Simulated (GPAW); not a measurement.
A run of GPAW 26.7.0 is set up as follows.

The input run.py:

```python
from ase.dft.bandgap import bandgap
from ase.io import read, write
from ase.units import GPa
from gpaw import GPAW, PW, setup_paths

setup_paths.insert(0, '.')

atoms = read('ZnS.xyz')

calc = GPAW(mode=PW(600),
            xc='PBEsol',
            kpts={'size': (6, 6, 3), 'gamma': True},
            occupations={'name': 'fermi-dirac', 'width': 0.05},
            nbands=31,
            convergence={'density': 1e-05, 'energy': 1e-05},
            maxiter=150,
            txt='gpaw.txt')
atoms.calc = calc
energy = atoms.get_potential_energy()
forces = atoms.get_forces()
stress = atoms.get_stress()
calc.write('gs.gpw')
write('result.traj', atoms)
print(f'Energy: {energy:.6f} eV')
print('Forces (eV/A):')
print(forces.round(4))
print('Stress (GPa):', (stress / GPa).round(3))
print('Fermi level:', round(calc.get_fermi_level(), 4), 'eV')
print(f'Gap: {bandgap(calc)[0]:.4f} eV, direct: {bandgap(calc, direct=True)[0]:.4f} eV')

path = atoms.cell.bandpath('GMKGALHA,LM,KH', npoints=100, eps=1e-4)
bs_calc = calc.fixed_density(kpts=path, symmetry='off', nbands=48,
                             convergence={'bands': 'CBM+6.0', 'eigenstates': 1e-6}, txt='bands.txt')
bs = bs_calc.band_structure()
bs.write('bs.json')
print(f'Gap on the path: {bandgap(bs_calc)[0]:.4f} eV')
```

File ZnS.xyz:

```xyz
4
Lattice="3.8110000000 0.0000000000 0.0000000000 -1.9055000000 3.3004228138 0.0000000000 0.0000000000 0.0000000000 6.2340000000" Properties=species:S:1:pos:R:3 pbc="T T T"
Zn     1.9055000002      1.1001409378      3.1170000000
Zn    -0.0000000002      2.2002818760      0.0000000000
S      1.9055000002      1.1001409378      5.5170900000
S     -0.0000000002      2.2002818760      2.4000900000
```

Potentials or basis: PAW data sets generated in the run's folder for this functional, pw.

Run with:

```bash
$ gpaw-setup -f PBEsol S Zn
$ OMP_NUM_THREADS=1 python run.py
```

Question: Estimate the pressure.

Answer: -1.3 GPa.

Question: Estimate the band gap along the path.

Answer: 2.10 eV, direct.

Question: Predict the largest force.

Answer: 0.313 eV/Å.

Question: Estimate the band gap on the k mesh.

Answer: 2.10 eV, direct.

Forces in eV/Å, atoms in the order of the input:
```
Zn   0.000  0.000  0.313
Zn   0.000  0.000  0.313
S    0.000  0.000 -0.313
S    0.000  0.000 -0.313
```

**Measured values to compare with.**

From a printed reference work, monograph, for a bulk crystal of ZnS at 4 K: band gap 3.911 eV (direct).

Against the measured gap of ZnS, 3.911 eV (direct; 4 K; a printed reference work, monograph), the calculated 2.10 eV is off by -1.81 eV. The value is that of PBEsol, without temperature or zero-point motion. Semilocal functionals fall short of measured gaps as a rule.
